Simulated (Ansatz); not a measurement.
## All-electron equations of state of elemental crystals

All-electron LAPW (Ansatz 0.2.0), scalar-relativistic, no spin, Fermi–Dirac smearing 0.136 eV, k-meshes of 8 to 18 points an axis; Birch–Murnaghan fits to pressures. Some or most of these lattices are hypothetical for the element, and V0 is the minimum nearest the starting volume; lattices without a usable fit are left out; mesh and smearing are coarse, and magnetic elements are treated as non-magnetic.

```
element  lattice  functional  V0 (Å³/atom)  B0 (GPa)   B′  k-points per axis
     Re      bcc         LDA         14.49       391  4.5                 15
     Re      bcc         PBE         15.12       350  4.5                 15
     Re      bcc      PBEsol         14.71       377  4.5                 15
     Re  diamond         PBE         22.57       177  4.2                  8
     Re  diamond      PBEsol         21.88       191  4.2                  8
     Re      fcc         LDA         14.40       400  4.4                 15
     Re      fcc      PBEsol         14.62       387  4.4                 15
     Re       sc         LDA         16.38       290  4.3                 13
     Re       sc         PBE         17.19       258  4.3                 13
     Re       sc      PBEsol         16.67       279  4.3                 13
```

(1) Give V0 and B0 for fcc Re in PBE.

(2) Give V0 and B0 for diamond Re in LDA.

Results:

(1) 15.01 Å³/atom and 359.1 GPa.

(2) 21.49 Å³/atom and 198.6 GPa.
